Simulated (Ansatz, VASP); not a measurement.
# One calculation of Pb, two programs

```
Pb
1.0
     0.00000    2.51407    2.51407
     2.51407    0.00000    2.51407
     2.51407    2.51407    0.00000
Pb
2
Direct
  0.87500 0.87500 0.87500
  0.12500 0.12500 0.12500
```

Change from the starting cell: volume scaled by 0.4, crystal datasets.

Alike in both runs: task single point; functional LDA; k mesh 10 × 10 × 10; occupations fermi-dirac, width 0.08 eV; no spin polarisation.

|  | VASP | Ansatz |
| --- | --- | --- |
| version | VASP 6.6.1 | Ansatz 0.2.0 |
| potentials or method | VASP PAW LDA potentials, release 64 (Pb_d), cutoff 520 eV | all-electron PAW with datasets made for the crystal, scalar-relativistic |

```csv
,VASP,Ansatz,Ansatz less VASP
pressure (GPa),298.6,294.5,-4.09
```

Ansatz ran all-electron here, so the differences hold the error of VASP's frozen core and of both bases.

Caveats: the cell as given lies far from equilibrium; so large a pressure means that the cell lies far from this level's equilibrium, or that cutoff or potentials fall short (VASP). The runs have no spin-orbit coupling, so splittings on Pb are missing.
